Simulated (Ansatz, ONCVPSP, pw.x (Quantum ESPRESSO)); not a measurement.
What a changed setting does to a pw.x run (fcc Hf)

Potential: optimised norm-conserving Vanderbilt (ONCV), ONCVPSP 4.0.1.1 (patched build), PBE; core [Kr] 4d10 4f14, reference 5s2 5p6 5d2 6s2; waves: 5s+6s: rc 1.75 bohr, ncon 4, nbas 8, qcut 8.8 1/bohr, 2 projectors; 5p: rc 1.65 bohr, ncon 4, nbas 8, qcut 10.7 1/bohr, 2 projectors, debl 0.5 Ha; 5d: rc 2.15 bohr, ncon 3, nbas 7, qcut 4.5 1/bohr, 2 projectors, debl 3.8 Ha; local part: polynomial inside 1.50 bohr (lpopt 5, dvloc0 0 Ha); core correction: Teter function fitted to the true core (icmod 2), fcfact 0.3. In the p channel the program set the typed energies aside and used -1.307, 0.250 Ha.

The reference run (k-mesh 13³, cutoffs 85/340 Ry, Fermi–Dirac 0.01 Ry, mixing_beta 0.4, conv_thr 1e-9, no spin) gives -1.63 GPa at 22.681 Å³/atom, where all-electron LAPW gives -0.23 GPa. This run, with its own iteration cap, changes degauss to 0.005.

```
&control
  calculation='scf', prefix='x', pseudo_dir='./', outdir='./tmp', tstress=.true., disk_io='none'
/
&system
  ibrav=0, nat=1, ntyp=1, ecutwfc=85, ecutrho=340, nbnd=14,
  occupations='smearing', smearing='fd', degauss=0.005
/
&electrons
  conv_thr=1e-09, mixing_beta=0.4, electron_maxstep=50
/
ATOMIC_SPECIES
Hf 1.0 Hf.UPF
CELL_PARAMETERS angstrom
  0.00000000 2.24669474 2.24669474
  2.24669474 0.00000000 2.24669474
  2.24669474 2.24669474 0.00000000
ATOMIC_POSITIONS crystal
Hf 0.0000 0.0000 0.0000
K_POINTS automatic
13 13 13 0 0 0
```

```bash
pw.x < Hf.scf.in > Hf.scf.out
```

**Question.** How does the run end?

**Answer.** It converges in 7 iterations; the free energy moves by +34.1 meV/atom and the pressure by -0.27 GPa. In a metal, with Fermi–Dirac smearing, F lies below its zero-width value by a term in the square of the width.

```
Message from routine setup:
     using ibrav=0 with symmetry is DISCOURAGED, use correct ibrav instead
     lattice parameter (alat)  =       6.0042  a.u.
     unit-cell volume          =     153.0590 (a.u.)^3
     number of electrons       =        12.00
     number of Kohn-Sham states=           14
     kinetic-energy cutoff     =      85.0000  Ry
     charge density cutoff     =     340.0000  Ry
     scf convergence threshold =      1.0E-09
     Exchange-correlation= PBE
     number of k points=    84  Fermi-Dirac smearing, width (Ry)=  0.0050
     iteration #  1     ecut=    85.00 Ry     beta= 0.40
     total energy              =    -106.65041965 Ry
     estimated scf accuracy    <       0.01737386 Ry
     iteration #  2     ecut=    85.00 Ry     beta= 0.40
     total energy              =    -106.65015984 Ry
     estimated scf accuracy    <       0.00362604 Ry
     iteration #  3     ecut=    85.00 Ry     beta= 0.40
     total energy              =    -106.65058600 Ry
     estimated scf accuracy    <       0.00016127 Ry
     iteration #  4     ecut=    85.00 Ry     beta= 0.40
     total energy              =    -106.65059520 Ry
     estimated scf accuracy    <       0.00000194 Ry
     iteration #  5     ecut=    85.00 Ry     beta= 0.40
     total energy              =    -106.65059574 Ry
     estimated scf accuracy    <       0.00000006 Ry
     iteration #  6     ecut=    85.00 Ry     beta= 0.40
     total energy              =    -106.65059574 Ry
     estimated scf accuracy    <          2.2E-09 Ry
     iteration #  7     ecut=    85.00 Ry     beta= 0.40
     the Fermi energy is    14.2659 ev
!    total energy              =    -106.65059574 Ry
     estimated scf accuracy    <          9.6E-11 Ry
     smearing contrib. (-TS)   =      -0.00167011 Ry
     The total energy is F=E-TS. E is the sum of the following terms:
     one-electron contribution =     -20.85371619 Ry
     hartree contribution      =      13.96586402 Ry
     xc contribution           =     -22.00830952 Ry
     ewald contribution        =     -77.75276395 Ry
     convergence has been achieved in   7 iterations
          total   stress  (Ry/bohr**3)                   (kbar)     P=      -18.96
     Message from routine punch:
     Nothing written, as per user request (disk_io='none')
```

The run took about 47 s on one core of a shared host (Neoverse-N1, 64 threads, 124 GiB, load 52).
